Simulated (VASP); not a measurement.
Crystal: B.

```
B
1.0
     0.00000    2.04118    2.04118
     2.04118    0.00000    2.04118
     2.04118    2.04118    0.00000
B
2
Direct
  0.00000 0.00000 0.00000
  0.25000 0.25000 0.25000
```

The cell was built by a generator and needn't be a form met in nature.

Base run:

```yaml
Program: VASP 6.6.1
Functional: PBEsol
Potentials_or_basis: VASP PAW PBE potentials, release 64 (B)
Cutoff: 520 eV
k_mesh: 8 × 8 × 8
Occupations: fermi-dirac, width 0.1 eV
Spin: no spin polarisation
```

Its results: band gap on the k mesh none (metal or under the smearing width); pressure -6.2 GPa.

Task: The run is repeated on the same cell with these changes: functional from PBEsol to PBE; further incar settings from ALGO = Normal; EDIFF = 1e-06; NBANDS = 10 to ALGO = Normal; EDIFF = 1e-07; NBANDS = 10. What comes out?

Result: Band gap on the k mesh none (metal or under the smearing width); pressure -3.9 GPa.

Caveats: the PAW data sets were made with another functional, which shifts forces and pressure a little (some runs).
